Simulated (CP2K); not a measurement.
Runs of CP2K 2026.2 on GaAs. It takes space group F-43m (No. 216, cubic). Conventional cell: a = 5.654 Å, b = 5.654 Å, c = 5.654 Å, α = 90.00°, β = 90.00°, γ = 90.00°. Around As (site symmetry -43m) lie 4 Ga at 2.45 Å. Ga (site symmetry -43m) is surrounded by 4 As at 2.45 Å. 

```csv
level,cutoff radius of the dispersion sum (A),cutoff of the non-local correlation (Ry),gap on the mesh (eV),pressure (GPa)
PBE+D3,20,-,0.48,2.5
PBE,-,-,0.48,(b)
PBE+D4,20,-,0.48,0.9
PBE+D3(BJ)+ATM,20,-,0.48,1.6
PBE+rVV10,-,300,0.46,(a)
```

Alike in all rows: task single point; potentials or basis POTENTIAL_UZH As GTH-PBE-q5, Ga GTH-PBE-q13; TZVP-MOLOPT-PBE-GTH basis; no spin polarisation; cell as given; k mesh 8 × 8 × 8; smearing fermi-dirac 0.05 eV.

Estimate the missing entries.

(a) 3.2; (b) 4.0.

Caveats: the basis of atomic orbitals isn't converged, which shifts pressures, moduli and gaps; the real-space grid breaks the cell's symmetry a little (some runs).

A k mesh can miss the band edges, and the runs leave out spin-orbit coupling on As, Ga.
